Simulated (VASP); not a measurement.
The system is CsPbCl3.

```
CELL_PARAMETERS angstrom
5.60500 0.00000 0.00000
0.00000 5.60500 0.00000
0.00000 0.00000 5.60500
ATOMIC_POSITIONS crystal
Pb 0.50000 0.50000 0.50000
Cs 0.00000 0.00000 0.00000
Cl 0.50000 0.00000 0.50000
Cl 0.00000 0.50000 0.50000
Cl 0.50000 0.50000 0.00000
```

- Program: VASP 6.6.1
- Task: relaxation of cell and atoms
- Functional: LDA
- Potentials or basis: VASP PAW LDA potentials, release 64 (Pb_d, Cs_sv, Cl)
- Cutoff: 600 eV
- k mesh: 4 × 4 × 4
- Occupations: gaussian, width 0.02 eV
- Spin: no spin polarisation

At the start: pressure -1.1 GPa; volume 35.22 Å³/atom.

**Question.** Where does the relaxation end?

**Answer.** Over 3 steps the energy falls by 4.7 meV/atom and the volume is 33.93 Å³/atom (-3.7 %); space group Pm-3m (No. 221, to 0.05 Å).

The path:
| step | energy change (eV) | largest force (eV/Å) | pressure (GPa) | volume (Å³) |
| --- | --- | --- | --- | --- |
| 1 | 0.0000 | 0.0000 | -1.07 | 176.09 |
| 2 | -0.0230 | 0.0000 | -0.11 | 170.16 |
| 3 | -0.0233 | 0.0000 | -0.06 | 169.63 |

Final structure:
```yaml
crystal:
  lattice:
    - [5.53559, 0.00000, 0.00000]
    - [0.00000, 5.53559, 0.00000]
    - [0.00000, 0.00000, 5.53559]
  atoms:
    - { symbol: Pb, position: [0.50000, 0.50000, 0.50000] }
    - { symbol: Cs, position: [0.00000, 0.00000, 0.00000] }
    - { symbol: Cl, position: [0.50000, 0.00000, 0.50000] }
    - { symbol: Cl, position: [0.00000, 0.50000, 0.50000] }
    - { symbol: Cl, position: [0.50000, 0.50000, 0.00000] }
```
